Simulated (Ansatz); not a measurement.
# TiO2 (I4/m) in Ansatz: relaxation of cell and atoms with PBE+U

Aim: the relaxation of cell and atoms of TiO2 with PBE+U.

Program: Ansatz 0.2.0. These are calculated values, not measurements. Logs are shortened: lines on timing, memory, paths and dates and some standing lists are left out, and cuts for length are marked.

### 1 The crystal as given

Symmetry: I4/m, No. 87, tetragonal system. The conventional cell has a = 8.702 Å, b = 8.702 Å, c = 3.775 Å, α = 90.00°, β = 90.00°, γ = 90.00°. Ti (site symmetry m) has 4 O at 1.80 to 1.95 Å as nearest neighbours. O (site symmetry m) has 3 Ti at 1.95 to 2.21 Å as nearest neighbours. Around O (site symmetry m) lie 2 Ti at 1.80 to 1.81 Å.

Measurements of this composition are mostly on another form, of space group No. 141.

### 2 Relaxation of cell and atoms, PBE+U

File input.yaml:

```yaml
crystal:
  lattice:
    - [-4.3507577183, 4.3507577183, 1.8875555959]
    - [4.3507577183, -4.3507577183, 1.8875555959]
    - [4.3507577183, 4.3507577183, -1.8875555959]
  atoms:
    - { symbol: Ti, position: [0.292281705, 0.997144755, 0.28942646] }
    - { symbol: Ti, position: [0.002855245, 0.292281705, 0.29513695] }
    - { symbol: Ti, position: [0.997144755, 0.707718295, 0.70486305] }
    - { symbol: Ti, position: [0.707718295, 0.002855245, 0.71057354] }
    - { symbol: O, position: [0.498863825, 0.849215285, 0.34807911] }
    - { symbol: O, position: [0.16166202, 0.1596026, 0.32126462] }
    - { symbol: O, position: [0.150784715, 0.498863825, 0.64964854] }
    - { symbol: O, position: [0.1596026, 0.83833798, 0.99794058] }
    - { symbol: O, position: [0.8403974, 0.16166202, 0.00205942] }
    - { symbol: O, position: [0.849215285, 0.501136175, 0.35035146] }
    - { symbol: O, position: [0.83833798, 0.8403974, 0.67873538] }
    - { symbol: O, position: [0.501136175, 0.150784715, 0.65192089] }
hamiltonian:
  xc: pbe
  pseudopotentials: { kind: paw }
  hubbard: { sites: [{ species: Ti, l: d, u_eff: 3.0 }] }
kpoints:
  mp_grid: { grid: [6, 6, 6] }
scf:
  occupations: { method: fermi_dirac, width: 0.05 }
output:
  forces: true
  stress: true
  eigenvalues: true
relax:
  f_tol: 0.01
  max_steps: 40
  cell: { stress_tol: 0.05 }
```

Potentials or basis: Ansatz PAW.

Launch:

```sh
$ ansatz run input.yaml --threads 4 --pin off --max-ram 11264MiB --backend cpu --events-out ev --progress --plain --runs-dir out
```

Log:

```text
Warning: RAYON_NUM_THREADS=4 ignored (pool sized by the plan → 4); use --threads N
Ti: projections on atomic orbitals take those of the free atom [Ne] 3s2 3p6 3d2 4s2, of charge +0.00 (hamiltonian.pseudopotentials.projection_atoms); the dataset's partial waves leave at most 4.1e-7 of an orbital's norm unspanned inside its sphere
O: projections on atomic orbitals take those of the free atom [He] 2s2 2p4, of charge +0.00 (hamiltonian.pseudopotentials.projection_atoms); the dataset's partial waves leave at most 1.9e-8 of an orbital's norm unspanned inside its sphere
Engine: ansatz 0.2.0, aarch64-unknown-linux-gnu
Pseudopotentials: kind: paw
Pseudopotential: Ti, paw, valence charge 12, recommended cutoff 420 eV (normal), Ti.paw.azcp
Pseudopotential: O, paw, valence charge 6, recommended cutoff 420 eV (normal), O.paw.azcp
Functional definition: PBE
  parameter kappa = 0.804
  parameter beta = 0.06672455060314922
  exchange = pbe_x(kappa = kappa, mu = beta*pi^2/3)
  correlation = pbe_c(beta = beta)
Crystal: 12 atoms, lattice volume = 142.919 Å³
Basis set: ecut = 420 eV, 2795 PW (Γ), exchange–correlation on 90×90×90 points (8 copies of the dense FFT grid, shifted against one another)
Bands: 60, of which v1, the nominal top of the filled ones, is band 48 counted from 1 (47 counted from 0)
Symmetry: 8 space group operations
Space group: I4/m (ITA 87), of the structure as read, at distance tolerance 5.2e-5 Å
k-points: 36 of 216
Non-local potential: Ti, projectors of the file, l = 0: 3, l = 1: 2, l = 2: 3, l = 3: 1
Non-local potential: O, projectors of the file, l = 0: 2, l = 1: 2, l = 2: 1
PAW form: soft (Blöchl's): semilocal exchange-correlation on the pseudo side does not see the compensation charge
[... 156 lines left out ...]
  atom   1  Ti     0.00030579     0.00041694    -0.00000000
  atom   2  Ti     0.00041694    -0.00030579     0.00000000
  atom   3  Ti    -0.00041694     0.00030579     0.00000000
  atom   4  Ti    -0.00030579    -0.00041694     0.00000000
  atom   5  O     -0.00057560     0.00013341     0.00000000
  atom   6  O      0.00013047    -0.00002072     0.00000000
  atom   7  O      0.00013341     0.00057560     0.00000000
  atom   8  O      0.00002072     0.00013047     0.00000000
  atom   9  O     -0.00002072    -0.00013047    -0.00000000
  atom  10  O     -0.00013341    -0.00057560    -0.00000000
  atom  11  O     -0.00013047     0.00002072     0.00000000
  atom  12  O      0.00057560    -0.00013341     0.00000000
  max |Σ_I F_I| component: 3.58e-18 eV/Å
--- Stress (GPa, compression-positive) ---
        0.007727      -0.000000       0.000000
        0.000000       0.007727       0.000000
        0.000000      -0.000000      -0.000976
  P = ⅓ Tr σ = 0.0048 GPa (0.048 kbar)
--- Band table (eV; the first three rows and the last of 36) ---
  k-point 0: bands = ["-50.5345", "-50.5168", "-50.5168", "-50.5063", "-26.8976", "-26.8732", "-26.8625", "-26.8625", "-26.7399", "-26.7284", "-26.7052", "-26.7052", "-26.7021", "-26.7021", "-26.6802", "-26.6669", "-11.1139", "-10.1526", "-10.1526", "-9.8541", "-9.5964", "-9.5082", "-9.3126", "-9.3126", "2.2678", "2.4448", "2.6148", "2.7481", "2.7481", "2.9776", "3.4039", "3.5707", "3.9457", "3.9457", "3.9746", "3.9746", "4.7387", "4.7387", "4.8048", "5.1022", "5.2904", "5.2904", "5.3443", "5.4339", "5.7175", "5.7175", "5.7553", "5.9983", "8.6967", "9.8739", "9.8979", "9.8979", "10.1706", "10.1706", "10.6447", "10.8262", "11.2829", "11.4250", "11.4250", "11.5133"]
  k-point 1: bands = ["-50.5340", "-50.5176", "-50.5167", "-50.5066", "-26.8930", "-26.8709", "-26.8586", "-26.8527", "-26.7408", "-26.7346", "-26.7162", "-26.7045", "-26.7029", "-26.7012", "-26.6846", "-26.6661", "-11.0896", "-10.1665", "-10.1352", "-9.8555", "-9.6043", "-9.5249", "-9.3291", "-9.3046", "2.2896", "2.4432", "2.5253", "2.7273", "2.9608", "2.9722", "3.2976", "3.5095", "3.9606", "3.9832", "3.9946", "4.1405", "4.7157", "4.7215", "4.7296", "5.1298", "5.1687", "5.3406", "5.3432", "5.4321", "5.6032", "5.7091", "5.7602", "6.0454", "8.7901", "9.7617", "9.8438", "9.9519", "10.1498", "10.3478", "10.6187", "10.9469", "11.1873", "11.4197", "11.4302", "11.5414"]
  k-point 2: bands = ["-50.5329", "-50.5193", "-50.5163", "-50.5074", "-26.8859", "-26.8714", "-26.8367", "-26.8262", "-26.7556", "-26.7454", "-26.7425", "-26.7045", "-26.7024", "-26.6996", "-26.6927", "-26.6646", "-11.0369", "-10.1995", "-10.0982", "-9.8583", "-9.6308", "-9.5419", "-9.3646", "-9.2934", "2.3383", "2.4399", "2.5024", "2.6814", "2.9655", "3.1870", "3.2610", "3.3809", "3.9334", "4.0018", "4.0965", "4.4316", "4.5888", "4.6691", "4.7137", "4.9249", "5.1864", "5.3342", "5.3945", "5.4290", "5.4291", "5.7119", "5.7614", "6.0451", "9.0318", "9.6478", "9.6749", "10.0829", "10.2140", "10.5708", "10.6051", "11.0046", "11.1295", "11.3108", "11.4063", "11.4101"]
  k-point 35: bands = ["-50.5304", "-50.5188", "-50.5188", "-50.5096", "-26.8185", "-26.8185", "-26.8146", "-26.8089", "-26.8028", "-26.7526", "-26.7526", "-26.7505", "-26.7465", "-26.7020", "-26.7020", "-26.6608", "-10.9083", "-10.1259", "-10.1259", "-9.8661", "-9.6221", "-9.6221", "-9.5385", "-9.2532", "2.4247", "2.4310", "2.5798", "2.7243", "2.7243", "3.1570", "3.6263", "3.9126", "3.9529", "3.9529", "4.1378", "4.1378", "4.5639", "4.6735", "4.6735", "4.6993", "5.0096", "5.1798", "5.3390", "5.3390", "5.3710", "5.5387", "5.5387", "6.6446", "9.7184", "9.7965", "9.7965", "9.9844", "10.3203", "10.4596", "10.4608", "10.4608", "11.1240", "11.3690", "11.3690", "11.3821"]
Occupation matrices written to <dir>
--- Relaxed structure (8 steps of the walk, 7 accepted, 2 SCFs on fresh bases) ---
  F+E_penalty+E_count = -14544.32989871 eV   max|allowed force component| = 5.756e-4 eV/Å   (the final SCF, on the basis selected at the relaxed cell)
  cell:  # Å, volume = 147.2175 Å³
    - [-4.396482817982911, 4.396482817982911, 1.9040956248255114]
    - [4.396482817982911, -4.396482817982911, 1.9040956248255114]
    - [4.396482817982911, 4.396482817982911, -1.9040956248255114]
  atoms:
    - { symbol: Ti, position: [0.2906991424333585, 0.9990015930264886, 0.28970073545984715] }
    - { symbol: Ti, position: [0.0009984069735114263, 0.29069914243335854, 0.29169754940687] }
    - { symbol: Ti, position: [0.9990015930264886, 0.7093008575666415, 0.7083024505931304] }
    - { symbol: Ti, position: [0.7093008575666415, 0.000998406973511434, 0.7102992645401528] }
    - { symbol: O, position: [0.4995453724471514, 0.8489117213284854, 0.3484570937756371] }
    - { symbol: O, position: [0.1598286204055412, 0.15928657854980371, 0.3191151989553449] }
    - { symbol: O, position: [0.15108827867151445, 0.4995453724471517, 0.6506336511186661] }
    - { symbol: O, position: [0.15928657854980374, 0.8401713795944589, 0.9994579581442624] }
    - { symbol: O, position: [0.8407134214501962, 0.15982862040554102, 0.000542041855737474] }
    - { symbol: O, position: [0.8489117213284854, 0.5004546275528482, 0.34936634888133394] }
    - { symbol: O, position: [0.8401713795944588, 0.8407134214501961, 0.6808848010446552] }
    - { symbol: O, position: [0.5004546275528484, 0.15108827867151445, 0.6515429062243628] }
```

occupation_matrices:

```text
# The occupation matrices of the corrected shells as a run of Ansatz 0.0.0 ended. An entry of
# hamiltonian.hubbard.sites starts from them by `starting_ns: <path of this file>`, where that key's refused
[... 51 lines left out ...]
      - [0.009312647276658115, 1.3552527156068805e-20, 0.0, 0.18982003415803786, -8.440285123802143e-5]
      - [0.00019384391645012403, 0.0, -1.0842021724855044e-19, -8.440285123802146e-5, 0.28167800863446124]
  site3_d:
    matrix:
      - [0.2739028574051358, 0.0, 0.0, -0.009312647276658134, -0.00019384391645012458]
      - [0.0, 0.16908328001862655, 0.0015015652533484352, 2.710505431213761e-20, 0.0]
      - [0.0, 0.0015015652533484352, 0.17147586441953022, 0.0, -1.0842021724855044e-19]
      - [-0.009312647276658134, 2.710505431213761e-20, 0.0, 0.1898200341580379, -8.440285123802111e-5]
      - [-0.00019384391645012458, 0.0, -1.0842021724855044e-19, -8.440285123802111e-5, 0.28167800863446124]
```

Wall time 55 s (4 threads of Arm Neoverse V2, shared host); peak memory 0.87 GiB.

What came out:

- Free energy: -14544.3299 eV
- Relaxed volume: 12.27 Å³/atom
- Relaxed cell: a = 6.503 Å, b = 6.503 Å, c = 6.503 Å, α = 94.92°, β = 94.92°, γ = 145.95°
- Space group after relaxing (to 0.05 Å): I4/mmm (No. 139)
- Energy gained by relaxing: 6.3 meV/atom
- Ionic steps: 9
- Pressure after relaxing: 0.0 GPa
- Band gap on the k mesh: 2.05 eV, indirect (least direct gap 2.70 eV)

Step by step:
```tsv
step	energy change (eV)	largest force (eV/Å)	volume (Å³)
1	0.0000	0.2065	142.92
2	-0.0558	0.0418	146.09
3	-0.0560	0.0205	146.98
4	-0.0559	0.0129	147.03
5	-0.0560	0.0016	147.02
6	-0.0751	0.0012	147.02
7	-0.0747	0.0015	147.18
8	-0.0745	0.0006	147.22
9	-0.0753	0.0006	147.22
```

Final structure:
```
Ti O
1.0
    -4.39648    4.39648    1.90410
     4.39648   -4.39648    1.90410
     4.39648    4.39648   -1.90410
Ti O
4 8
Direct
  0.29070 0.99900 0.28970
  0.00100 0.29070 0.29170
  0.99900 0.70930 0.70830
  0.70930 0.00100 0.71030
  0.49955 0.84891 0.34846
  0.15983 0.15929 0.31912
  0.15109 0.49955 0.65063
  0.15929 0.84017 0.99946
  0.84071 0.15983 0.00054
  0.84891 0.50045 0.34937
  0.84017 0.84071 0.68088
  0.50045 0.15109 0.65154
```

Eigenvalues of the final occupation matrices:
```
  site  spin  trace               eigenvalues
site 1     1   1.09  0.17 0.17 0.19 0.27 0.28
site 2     1   1.09  0.17 0.17 0.19 0.27 0.28
site 3     1   1.09  0.17 0.17 0.19 0.27 0.28
site 4     1   1.09  0.17 0.17 0.19 0.27 0.28
```

Caveat: the plane-wave basis is chosen anew once the cell has moved, so the energies of steps on either side of that aren't comparable; the pressure holds a Pulay correction of +0.6 GPa for the finite cutoff.
